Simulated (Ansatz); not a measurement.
# InP (F-43m) in Ansatz: further runs

Aim: see how the results for InP move with the level of theory and the settings. Levels: LDA, PBE. Tasks: band structure.

All numbers are computed with Ansatz 0.2.0; they aren't measurements. Logs are shortened: lines on timing, memory, paths and dates and some standing lists are left out, and cuts for length are marked.

**What was measured.**

From a printed reference work, data compilation, for a bulk crystal of InP at 1.6 K: band gap 1.4236 eV (direct).

How close the calculation comes is told below.

**1. Starting point**

The structure is cubic, space group F-43m (No. 216). The conventional cell has a = 5.861 Å, b = 5.861 Å, c = 5.861 Å, α = 90.00°, β = 90.00°, γ = 90.00°. In (site symmetry -43m) has 4 P at 2.54 Å as nearest neighbours. Around P (site symmetry -43m) lie 4 In at 2.54 Å.

**2. Band structure, LDA**

input.yaml

```yaml
crystal:
  lattice:
    - [0.0, 2.9305, 2.9305]
    - [2.9305, 0.0, 2.9305]
    - [2.9305, 2.9305, 0.0]
  atoms:
    - { symbol: In, position: [0.0, 0.0, 0.0] }
    - { symbol: P, position: [0.75, 0.75, 0.75] }
hamiltonian:
  xc: lda
  pseudopotentials: { kind: paw }
kpoints:
  mp_grid: { grid: [8, 8, 8] }
  band_path:
    path:
      - [[0.0, 0.0, 0.0], [0.5, 0.0, 0.5], [0.5, 0.25, 0.75], [0.375, 0.375, 0.75], [0.0, 0.0, 0.0], [0.5, 0.5, 0.5], [0.625, 0.25, 0.625], [0.5, 0.25, 0.75], [0.5, 0.5, 0.5], [0.375, 0.375, 0.75]]
      - [[0.625, 0.25, 0.625], [0.5, 0.0, 0.5]]
    npoints: 14
scf:
  occupations: { method: fermi_dirac, width: 0.05 }
  n_extra_bands: 6
output:
  forces: true
  stress: true
  eigenvalues: true
  fatbands: true
```

Potentials or basis: Ansatz PAW.

Launch:

```sh
$ ansatz run input.yaml --threads 2 --pin off --max-ram 5632MiB --backend cpu --events-out ev --progress --plain --runs-dir out
```

Log:

```text
Warning: RAYON_NUM_THREADS=2 ignored (pool sized by the plan → 2); use --threads N
scf.n_extra_bands = 6 over 9 filled bands (N_el = 18.0): the run solves 15 bands
Engine: ansatz 0.2.0, aarch64-unknown-linux-gnu
Pseudopotentials: kind: paw
Pseudopotential: In, paw, valence charge 13, recommended cutoff 420 eV (normal), In.paw.azcp
Pseudopotential: P, paw, valence charge 5, recommended cutoff 420 eV (normal), P.paw.azcp
Functional definition: SPW92
  exchange = slater_x
  correlation = pw_c
Crystal: 2 atoms, lattice volume = 50.333 Å³
Basis set: ecut = 420 eV, 941 PW (Γ)
Bands: 15, of which v1, the nominal top of the filled ones, is band 9 counted from 1 (8 counted from 0)
Symmetry: 24 space group operations
Space group: F-43m (ITA 216), of the structure as read, at distance tolerance 3.7e-5 Å
k-points: 29 of 512 (time reversal used)
Non-local potential: In, projectors of the file, l = 0: 2, l = 1: 2, l = 2: 2, l = 3: 2
Non-local potential: P, projectors of the file, l = 0: 2, l = 1: 2, l = 2: 2
PAW form: soft (Blöchl's): semilocal exchange-correlation on the pseudo side does not see the compensation charge
PAW frozen core: In, regenerated for the run's functional, and the local potential with it (the file was generated under x = pbe(κ = 0.804, μ = 0.2195149727645171), c = pbe(β = 0.06672455060314922))
PAW frozen core: P, regenerated for the run's functional, and the local potential with it (the file was generated under x = pbe(κ = 0.804, μ = 0.2195149727645171), c = pbe(β = 0.06672455060314922))
PAW one-centre angular grid: In, 590 points (default); XC on 64 Gauss nodes
PAW one-centre angular grid: P, 110 points (default); XC on 64 Gauss nodes
Initial density: superposition of atomic densities (neutral atoms: chi_scale 0, normalization atom), corrected by the library's trained network
Initial wavefunctions: pseudopotential atomic-orbital guess
Functional: x = slater, c = lda
SCF iter   1: F=—  HF=-6183.560316 eV  |F-HF|=—  |Δ(HF+E_count)|=         —  Δρ=7.86e-3  dr2=3.49e-2  ethr=1.77e-3  ⟨swp⟩=6.1  Hψ=2761  notcnv=0
preconditioner: auto → none  [insulator: Δε(μ)=0.419 eV  Ē_g=16.124 eV  σ=0.050 eV  W_gap=0.96  n_scr=14 (ndim 8)  ℏωp=22.2 eV  f_vac=0.021  D(μ)=0.00/eV (n_scr^D=0)  ε∞_Penn≈2.9]
SCF iter   2: F=—  HF=-6183.548138 eV  |F-HF|=—  |Δ(HF+E_count)|=   1.22e-2  Δρ=3.08e-3  dr2=2.85e-3  ethr=1.94e-4  ⟨swp⟩=2.8  Hψ=875  notcnv=0  defer=41
SCF iter   3: F=—  HF=-6183.547316 eV  |F-HF|=—  |Δ(HF+E_count)|=   8.22e-4  Δρ=9.19e-4  dr2=4.25e-4  ethr=1.58e-5  ⟨swp⟩=2.0  Hψ=719  notcnv=0  defer=41
SCF iter   4: F=—  HF=-6183.547211 eV  |F-HF|=—  |Δ(HF+E_count)|=   1.05e-4  Δρ=2.83e-4  dr2=2.30e-5  ethr=2.36e-6  ⟨swp⟩=2.4  Hψ=505  notcnv=0  defer=41
SCF iter   5: F=—  HF=-6183.547211 eV  |F-HF|=—  |Δ(HF+E_count)|=   2.42e-7  Δρ=2.54e-5  dr2=3.74e-7  ethr=1.28e-7  ⟨swp⟩=2.4  Hψ=524  notcnv=0  defer=41
SCF iter   6: F=-6183.547211 eV  HF=-6183.547211 eV  |F-HF|=2.67e-8  |Δ(HF+E_count)|=   1.01e-7  Δρ=9.03e-6  dr2=3.38e-8  ethr=5.56e-10  ⟨swp⟩=10.3  Hψ=2397  notcnv=0
SCF 1 converged in 6 iterations: F = -6183.547211 eV  dr2 = 3.38e-8
NSCF: frozen V_eff on 142 k-points
SCF converged after 6 iterations
Free energy (F): -6183.547211 eV
Harris-Foulkes:  -6183.547211 eV  (|F-HF|=2.67e-8)
Internal energy: -6183.547176 eV  (E = F + TS)
E sigma→0 (E₀):  -6183.547193 eV
Entropy (-TS):   -0.000035 eV (-0.018 meV/atom)
Fermi energy:    7.014677 eV
--- Per-component energies (eV) ---
  E_band       = -56.938662
  E_kinetic    = 314.361029
  E_local      = -1402.808651  (includes V_loc(G=0)·N_el)
  E_nonlocal   = 405.694976
  E_hartree    = 550.175238
  E_xc         = -274.317403
  E_vxc        = -161.524843  (∫ρ·V_xc dr)
  E_paw        = -4556.345995  (= ΣΔE_a)
  E_vpaw       = -313.006914  (= ΣTr[D̂ρ^β])
  E_aug_tail   = 0.000029  (compensation charges beyond the density's cutoff)
  E_ewald      = -1220.708286
  E_core_change = 0.401888  (= ΣΔE_core)
  E_smearing   = -0.000035  (= −TS)
  E_closure    = 0.000000  (closes the sum)
  Σ components = -6183.547211   (vs F -6183.547211, Δ=0.00e0)
--- Forces (eV/Å), atoms counted from 1 ---
  atom   1  In    -0.00000000     0.00000000    -0.00000000
  atom   2  P      0.00000000     0.00000000     0.00000000
  max |Σ_I F_I| component: 7.40e-17 eV/Å
--- Stress (GPa, compression-positive) ---
       -1.206182       0.000000       0.000000
       -0.000000      -1.206182       0.000000
       -0.000000       0.000000      -1.206182
  P = ⅓ Tr σ = -1.2062 GPa (-12.062 kbar)
--- Band table (eV; the first three rows and the last of 29) ---
  k-point 0: bands = ["-7.4333", "-7.4333", "-7.4333", "-7.2779", "-7.2779", "-4.8154", "6.7427", "6.7427", "6.7427", "7.2243", "10.7003", "10.7003", "10.7003", "15.0082", "16.1528"]
  k-point 1: bands = ["-7.4524", "-7.4257", "-7.4257", "-7.2779", "-7.2779", "-4.6353", "5.1279", "6.5512", "6.5512", "8.2248", "10.8428", "10.9814", "10.9814", "15.4839", "15.4839"]
  k-point 2: bands = ["-7.4962", "-7.4096", "-7.4096", "-7.2754", "-7.2754", "-4.1315", "3.2181", "6.1723", "6.1723", "8.3499", "11.4118", "11.4118", "11.9021", "15.2491", "15.2491"]
  k-point 28: bands = ["-7.5854", "-7.3730", "-7.3357", "-7.2997", "-7.2628", "-2.3093", "1.0149", "3.7382", "3.7679", "10.9216", "11.0078", "12.1449", "12.7865", "16.7199", "17.9239"]
```

fatbands.tsv:

```text
# ik	k_distance	band	e_minus_ef	in0_l0_5S	in0_l1_5P	in0_l2_4D	p1_l0_3S	p1_l1_3P
# fermi_ev = 7.014677
# lock_threshold_ev = 1e-12
# [0, 0, 0] at k_distance = 0.000000
# [0.5, 0, 0.5] at k_distance = 1.072033
# [0.5, 0.25, 0.75] at k_distance = 1.608049
# [0.375, 0.375, 0.75] at k_distance = 1.987070
# [0, 0, 0] at k_distance = 3.124133
# [0.5, 0.5, 0.5] at k_distance = 4.052541
# [0.625, 0.25, 0.625] at k_distance = 4.709024
# [0.5, 0.25, 0.75] at k_distance = 5.088045
# [0.5, 0.5, 0.5] at k_distance = 5.846087
# [0.375, 0.375, 0.75] at k_distance = 6.502570
# [0.625, 0.25, 0.625] at k_distance = 6.502570
# [0.5, 0, 0.5] at k_distance = 6.881591
# jumps = 127
# n_points = 142
0	0.000000	0	-14.447929	0.000000	0.000134	0.979004	0.000000	0.020596
0	0.000000	1	-14.447929	0.000000	0.000134	0.979004	0.000000	0.020596
0	0.000000	2	-14.447929	0.000000	0.000134	0.979004	0.000000	0.020596
0	0.000000	3	-14.292626	0.000000	0.000000	0.999531	0.000000	0.000000
0	0.000000	4	-14.292626	0.000000	0.000000	0.999531	0.000000	0.000000
0	0.000000	5	-11.830041	0.437965	0.000000	0.000000	0.557312	0.000000
[... 2123 lines left out ...]
141	6.881591	13	9.141921	0.000000	0.632648	0.000896	0.000000	0.271008
141	6.881591	14	10.441307	0.000000	0.000000	0.000000	0.000000	0.000000
```

It took 4.6 s on 2 threads of Arm Neoverse V2, shared host; peak memory 0.3 GiB.

What came out:

| Property | Result |
| --- | --- |
| Free energy | -6183.5472 eV |
| Pressure | -1.2 GPa |
| Band gap on the k mesh | 0.48 eV, direct |
| Band gap along the path | 0.48 eV, direct |

Levels at the corners of the path, in eV from the valence-band top:
```csv
point,band 5,band 6,band 7,band 8,band 9,band 10,band 11,band 12,band 13,band 14
Γ,-14.02,-11.56,0.00,0.00,0.00,0.48,3.96,3.96,3.96,8.27
X,-13.98,-9.13,-5.88,-2.36,-2.36,1.60,2.12,8.98,9.41,9.41
W,-14.01,-9.05,-5.73,-3.00,-2.97,4.18,4.27,5.40,6.04,9.98
K,-14.00,-9.15,-5.73,-3.37,-1.97,2.20,4.27,7.37,7.40,8.06
Γ,-14.02,-11.56,0.00,0.00,0.00,0.48,3.96,3.96,3.96,8.27
L,-14.01,-9.81,-5.84,-0.99,-0.99,1.31,4.70,4.70,6.90,9.22
U,-14.00,-9.15,-5.73,-3.37,-1.97,2.20,4.27,7.37,7.40,8.06
W,-14.01,-9.05,-5.73,-3.00,-2.97,4.18,4.27,5.40,6.04,9.98
L,-14.01,-9.81,-5.84,-0.99,-0.99,1.31,4.70,4.70,6.90,9.22
K,-14.00,-9.15,-5.73,-3.37,-1.97,2.20,4.27,7.37,7.40,8.06
U,-14.00,-9.15,-5.73,-3.37,-1.97,2.20,4.27,7.37,7.40,8.06
X,-13.98,-9.13,-5.88,-2.36,-2.36,1.60,2.12,8.98,9.41,9.41
```

Caveat: spin-orbit coupling is left out, which moves the levels of the heavy elements; the PAW data sets come from PBE, with cores solved anew for the run's functional, which leaves a small shift of forces and pressure.

**3. Band structure, PBE**

input.yaml: that of step 2 with these lines changed.

```diff
@@ -9,3 +9,3 @@
 hamiltonian:
-  xc: lda
+  xc: pbe
   pseudopotentials: { kind: paw }
@@ -25,2 +25,2 @@
   eigenvalues: true
-  fatbands: true
+  fatbands: false
```

Potentials or basis: Ansatz PAW.

Launch:

```sh
$ ansatz run input.yaml --threads 2 --pin off --max-ram 5632MiB --backend cpu --events-out ev --progress --plain --runs-dir out
```

Log:

```text
Warning: RAYON_NUM_THREADS=2 ignored (pool sized by the plan → 2); use --threads N
scf.n_extra_bands = 6 over 9 filled bands (N_el = 18.0): the run solves 15 bands
[... 4 set-up lines as earlier in the session ...]
Functional definition: PBE
  parameter kappa = 0.804
  parameter beta = 0.06672455060314922
  exchange = pbe_x(kappa = kappa, mu = beta*pi^2/3)
  correlation = pbe_c(beta = beta)
Crystal: 2 atoms, lattice volume = 50.333 Å³
Basis set: ecut = 420 eV, 941 PW (Γ), exchange–correlation on 60×60×60 points (8 copies of the dense FFT grid, shifted against one another)
Bands: 15, of which v1, the nominal top of the filled ones, is band 9 counted from 1 (8 counted from 0)
[... 2 set-up lines as earlier in the session ...]
k-points: 29 of 512 (time reversal used)
[... 7 set-up lines as earlier in the session ...]
Functional: x = pbe(κ = 0.804, μ = 0.2195149727645171), c = pbe(β = 0.06672455060314922)
SCF iter   1: F=—  HF=-6353.983036 eV  |F-HF|=—  |Δ(HF+E_count)|=         —  Δρ=2.11e-3  dr2=4.45e-3  ethr=1.77e-3  ⟨swp⟩=6.3  Hψ=2790  notcnv=0
preconditioner: auto → none  [insulator: Δε(μ)=0.702 eV  Ē_g=16.286 eV  σ=0.050 eV  W_gap=1.00  n_scr=14 (ndim 8)  ℏωp=22.2 eV  f_vac=0.021  D(μ)=0.00/eV (n_scr^D=0)  ε∞_Penn≈2.9]
SCF iter   2: F=—  HF=-6353.981348 eV  |F-HF|=—  |Δ(HF+E_count)|=   1.69e-3  Δρ=1.51e-3  dr2=1.14e-3  ethr=2.47e-5  ⟨swp⟩=2.0  Hψ=1039  notcnv=0  defer=32
SCF iter   3: F=—  HF=-6353.980976 eV  |F-HF|=—  |Δ(HF+E_count)|=   3.72e-4  Δρ=4.94e-4  dr2=1.14e-4  ethr=6.35e-6  ⟨swp⟩=2.2  Hψ=655  notcnv=0  defer=32
SCF iter   4: F=—  HF=-6353.981016 eV  |F-HF|=—  |Δ(HF+E_count)|=   3.99e-5  Δρ=2.29e-4  dr2=1.99e-5  ethr=6.34e-7  ⟨swp⟩=2.0  Hψ=654  notcnv=0  defer=32
SCF iter   5: F=—  HF=-6353.981007 eV  |F-HF|=—  |Δ(HF+E_count)|=   8.66e-6  Δρ=3.62e-5  dr2=1.15e-6  ethr=1.10e-7  ⟨swp⟩=2.0  Hψ=653  notcnv=0  defer=32
SCF iter   6: F=—  HF=-6353.981008 eV  |F-HF|=—  |Δ(HF+E_count)|=   4.80e-7  Δρ=1.66e-5  dr2=1.10e-7  ethr=6.38e-9  ⟨swp⟩=2.0  Hψ=515  notcnv=0  defer=32
SCF iter   7: F=-6353.981008 eV  HF=-6353.981008 eV  |F-HF|=6.37e-12  |Δ(HF+E_count)|=   2.12e-8  Δρ=6.23e-7  dr2=2.21e-10  ethr=5.56e-10  ⟨swp⟩=9.4  Hψ=2259  notcnv=0
SCF 1 converged in 7 iterations: F = -6353.981008 eV  dr2 = 2.21e-10
NSCF: frozen V_eff on 142 k-points
SCF converged after 7 iterations
Free energy (F): -6353.981008 eV
Harris-Foulkes:  -6353.981008 eV  (|F-HF|=6.37e-12)
Internal energy: -6353.981003 eV  (E = F + TS)
E sigma→0 (E₀):  -6353.981005 eV
Entropy (-TS):   -0.000005 eV (-0.002 meV/atom)
Fermi energy:    7.385316 eV
--- Per-component energies (eV) ---
  E_band       = -52.086720
  E_kinetic    = 313.783774
  E_local      = -1398.250138  (includes V_loc(G=0)·N_el)
  E_nonlocal   = 401.495952
  E_hartree    = 551.619395
  E_xc         = -276.703170
  E_vxc        = -160.008725  (∫ρ·V_xc dr)
  E_paw        = -4725.218558  (= ΣΔE_a)
  E_vpaw       = -312.346435  (= ΣTr[D̂ρ^β])
  E_aug_tail   = 0.000030  (compensation charges beyond the density's cutoff)
  E_ewald      = -1220.708286
  E_smearing   = -0.000005  (= −TS)
  E_closure    = 0.000000  (closes the sum)
  Σ components = -6353.981008   (vs F -6353.981008, Δ=0.00e0)
--- Forces (eV/Å), atoms counted from 1 ---
  atom   1  In    -0.00000000     0.00000000    -0.00000000
  atom   2  P      0.00000000     0.00000000     0.00000000
  max |Σ_I F_I| component: 5.55e-17 eV/Å
--- Stress (GPa, compression-positive) ---
        3.336012      -0.000000      -0.000000
        0.000000       3.336012       0.000000
       -0.000000       0.000000       3.336012
  P = ⅓ Tr σ = 3.3360 GPa (33.360 kbar)
--- Band table (eV; the first three rows and the last of 29) ---
  k-point 0: bands = ["-7.1906", "-7.1906", "-7.1906", "-7.0384", "-7.0384", "-4.5205", "6.9963", "6.9963", "6.9963", "7.7117", "11.0858", "11.0858", "11.0858", "15.5825", "16.4075"]
  k-point 1: bands = ["-7.2096", "-7.1831", "-7.1831", "-7.0383", "-7.0383", "-4.3420", "5.4592", "6.8104", "6.8104", "8.6536", "11.2395", "11.3627", "11.3627", "15.7828", "15.7828"]
  k-point 2: bands = ["-7.2530", "-7.1673", "-7.1673", "-7.0357", "-7.0357", "-3.8434", "3.5579", "6.4394", "6.4394", "8.7951", "11.7856", "11.7856", "12.3170", "15.5634", "15.5634"]
  k-point 28: bands = ["-7.3428", "-7.1305", "-7.0945", "-7.0589", "-7.0233", "-2.0635", "1.3992", "4.0454", "4.0867", "11.2875", "11.3769", "12.5666", "13.2012", "17.1854", "18.2329"]
```

It took 3.4 s on 2 threads of Arm Neoverse V2, shared host; peak memory 0.31 GiB.

Results:

- Free energy: -6353.9810 eV
- Pressure: 3.3 GPa
- Band gap on the k mesh: 0.72 eV, direct
- Band gap along the path: 0.72 eV, direct

Levels at the corners of the path, in eV from the valence-band top:
```tsv
point	band 7	band 8	band 9	band 10	band 11	band 12
Γ	0.00	0.00	0.00	0.72	4.09	4.09
X	-5.75	-2.32	-2.32	1.77	2.27	9.21
W	-5.60	-2.95	-2.91	4.29	4.38	5.57
K	-5.60	-3.30	-1.94	2.36	4.39	7.50
Γ	0.00	0.00	0.00	0.72	4.09	4.09
L	-5.73	-0.97	-0.97	1.50	4.81	4.81
U	-5.60	-3.30	-1.94	2.36	4.39	7.50
W	-5.60	-2.95	-2.91	4.29	4.38	5.57
L	-5.73	-0.97	-0.97	1.50	4.81	4.81
K	-5.60	-3.30	-1.94	2.36	4.39	7.50
U	-5.60	-3.30	-1.94	2.36	4.39	7.50
X	-5.75	-2.32	-2.32	1.77	2.27	9.21
```

Caveat: spin-orbit coupling is left out, which moves the levels of the heavy elements.

**4. Against experiment**

Step 2. Measured gap of InP: 1.4236 eV (direct; 1.6 K; a printed reference work, data compilation). This calculation gives 0.48 eV (-0.94 eV). Spin-orbit coupling on In is left out. The value is that of LDA, without temperature or zero-point motion. Semilocal functionals fall short of measured gaps as a rule.

Step 3. Against the measured gap of InP, 1.4236 eV (direct; 1.6 K; a printed reference work, data compilation), the calculated 0.72 eV is off by -0.71 eV. Spin-orbit coupling on In is left out. The value is that of PBE, without temperature or zero-point motion. Semilocal functionals fall short of measured gaps as a rule.
